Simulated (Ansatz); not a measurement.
# Bi: energy from the work of forces and stress

```
Bi
1.0
     3.33628   -3.05540    0.00000
     3.33628    3.05540    0.00000
    -1.15098    0.00000    3.09291
Bi
2
Direct
  0.25180 0.25180 0.14900
  0.74820 0.74820 0.85100
```

Level of theory: Ansatz, DFT PBE, scalar-relativistic, plane waves, PAW.

Plane waves to 420 eV, a k mesh through Γ of 10×10×14 on the computed 2-atom cell and Gaussian smearing (0.10 eV); no spin polarisation.

At the start the stress (GPa, compression positive, xx yy zz yz xz xy) is 4.67 4.01 3.70 0.00 0.15 0.00 and the forces (eV/Å) are Bi1 (-0.05, 0.00, -0.03); Bi2 (0.05, 0.00, 0.03). Each variant moves atoms by u and then strains the cell by ε, so an atom ends at (r + u)(1 + ε); shears are tensor components, each standing twice in ε. The starting volume is 63.06 Å³.

Variant 1: strain (xx yy zz yz xz xy, %) -1.33 -2.76 -4.29 0.00 -4.00 0.00, moves (Å) Bi1 (0.187, 0.000, 0.166); Bi2 (-0.187, 0.000, -0.166). There the stress is 24.98 8.08 19.87 0.00 10.78 0.00 GPa and the forces (eV/Å) are Bi1 (-3.24, 0.00, -2.30); Bi2 (3.24, 0.00, 2.30).

Variant 2: no strain, moves (Å) Bi1 (0.072, 0.128, 0.345). There the stress is 6.53 2.31 4.97 -0.44 0.41 -0.22 GPa and the forces (eV/Å) are Bi1 (-0.52, -0.24, -0.39); Bi2 (0.52, 0.24, 0.39).

Variant 3: strain (xx yy zz yz xz xy, %) 2.85 -6.87 1.41 0.00 -3.83 0.00, moves (Å) Bi1 (-0.060, 0.000, 0.007); Bi2 (0.060, 0.000, -0.007). There the stress is 6.18 12.01 4.48 0.00 1.02 0.00 GPa and the forces (eV/Å) are Bi1 (0.06, 0.00, 0.41); Bi2 (-0.06, 0.00, -0.41).

Variant 4: strain (xx yy zz yz xz xy, %) -1.61 -3.41 3.49 2.06 0.79 0.32, moves (Å) Bi1 (-0.038, 0.045, 0.080); Bi2 (0.038, -0.045, -0.080). There the stress is 5.82 6.01 3.73 -0.90 0.31 0.12 GPa and the forces (eV/Å) are Bi1 (-0.02, -0.34, 0.01); Bi2 (0.02, 0.34, -0.01).

Estimate each change of free energy from forces and stresses by the trapezoid rule along the path (r + tu)(1 + tε), t from 0 to 1, and compare with the computed change.

The derivative of the energy along the path is −F·u(1 + tε) for the atoms and −V σ(1 + tε)⁻¹ : ε for the cell, with F, σ and V taken at t (σ positive in compression; 1 eV/Å³ = 160.2 GPa). Averaging t = 0 and t = 1 gives, in meV per atom:
```
variant work on atoms work on cell sum computed
      1          468.7         254.7  723.4     497.3
      2           53.4           0.0   53.4      56.0
      3           -1.4          80.8   79.4      77.6
      4            7.2          29.1   36.2      35.1
```

The rule is exact for a quadratic energy surface and overshoots a term ct³ by c/2, so the difference between the last two columns measures the net anharmonic part along the path (terms of opposite sign can cancel, and the finite basis adds a little): 2 to 45 % here. The largest difference belongs to a path far outside the harmonic range.

Spin–orbit coupling is left out, which can shift energies with elements as heavy as these.

This form isn't the element's structure at ambient conditions.